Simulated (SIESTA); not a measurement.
Crystal: C.

```
C
1.0
     0.00000    1.78337    1.78337
     1.78337    0.00000    1.78337
     1.78337    1.78337    0.00000
C
2
Direct
  0.75000 0.75000 0.75000
  0.50000 0.50000 0.50000
```

This isn't the form of C at room conditions, which is graphite.

Base run:

- Program: SIESTA 5.4.2
- Functional: BLYP
- Potentials or basis: PseudoDojo 0.4 standard (PBE files)
- Basis: DZP (energy shift 0.003 Ry)
- Grid cutoff: 500 Ry
- Energy shift: 0.003 Ry
- k mesh: 13 × 13 × 13
- Occupations: fermi-dirac, width 0.05 eV
- Spin: no spin polarisation

Its results: band gap on the k mesh 4.53 eV, indirect (least direct gap 5.80 eV); pressure 24.8 GPa.

Problem. After a change of settings the same cell gave: band gap on the k mesh 4.73 eV, indirect (least direct gap 5.90 eV); pressure 30.7 GPa. Which change was it?
A. functional from BLYP to RPBE
B. functional from BLYP to vdW-DF2
C. functional from BLYP to VV10
D. functional from BLYP to vdW-DF-cx

Solution. B.

Caveats: the potentials were made for another functional, which shifts forces and pressure; the basis of atomic orbitals isn't converged, which shifts pressures, moduli and gaps; so large a pressure means that the cell lies far from this level's equilibrium, or that cutoff or potentials fall short (some runs); a pressure of tens of GPa on the cell as given is suspect, and the run, the potentials or the cell itself is likely at fault (some runs).

Runs at the PBE level aren't shown here.
